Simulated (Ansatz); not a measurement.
A (001) slab of WC (P-6m2 (No. 187)), 8 planes, outer planes W (top) and C (bottom), with 8 atoms (W4C4) in a surface cell of A = 7.393 Å², as cut from the bulk:

```
CELL_PARAMETERS angstrom
2.92177 0.00000 0.00000
-1.46089 2.53033 0.00000
0.00000 0.00000 24.96477
ATOMIC_POSITIONS crystal
C 0.66667 0.33333 0.30042
W 0.00000 0.00000 0.35745
C 0.66667 0.33333 0.41447
W 0.00000 0.00000 0.47149
C 0.66667 0.33333 0.52851
W 0.00000 0.00000 0.58553
C 0.66667 0.33333 0.64255
W 0.00000 0.00000 0.69958
```

Theory: DFT PBE, scalar-relativistic, plane waves, PAW (Ansatz). Settings: cutoff 420 eV, Γ-centred mesh 12×12×1 on the computed 8-atom cell, Gaussian smearing of 0.10 eV; no spin polarisation. The cell repeats along c with a dipole correction in the vacuum.

Against the same 8 atoms in the bulk, the slab as cut lies 5.363 eV higher and the relaxed slab 4.335 eV higher.

Task: Work out the surface energy before and after relaxation.

Result: The slab has two faces, so γ = (E_slab − N·E_bulk)/(2A), the mean of both. As cut: 5.363/(2 × 7.393) = 0.3627 eV/Å², and 1 eV/Å² = 16.02 J/m², so γ = 5.81 J/m². Relaxed: 4.335/(2 × 7.393) = 0.2932 eV/Å² = 4.70 J/m². Relaxation recovers 19 % of the cost of cutting.

Task: What is the ideal work of this cut, per area?

Result: Griffith's ideal work is 2γ: 11.62 J/m² if the new faces stay rigid, 9.39 J/m² if they relax. One thickness was run, 8 planes, so γ can still shift with it.

Separating WC between adjacent W and C planes is expensive, at 9.39 J/m² even after the faces relax. The main reason is the strong covalent mixing of W 5d and C 2p states: the cut removes every W–C bond on one side of the trigonal prism around each surface atom, and the metallic W–W bonding within the planes cannot replace them. Relaxation recovers 19 % of the cost, probably because the undercoordinated atoms strengthen their remaining bonds to the plane beneath. Most of the penalty therefore comes from lost bonding that small atomic shifts cannot restore. Although the two ends differ chemically, WC is metallic, so its carriers can screen the charge imbalance between them.

The two faces are complementary and the slab is stoichiometric, so the work of separation needs no carbon reservoir as reference. Dividing it into separate W-face and C-face energies would need one, and the value of 4.70 J/m² therefore doesn't show which termination is favoured.
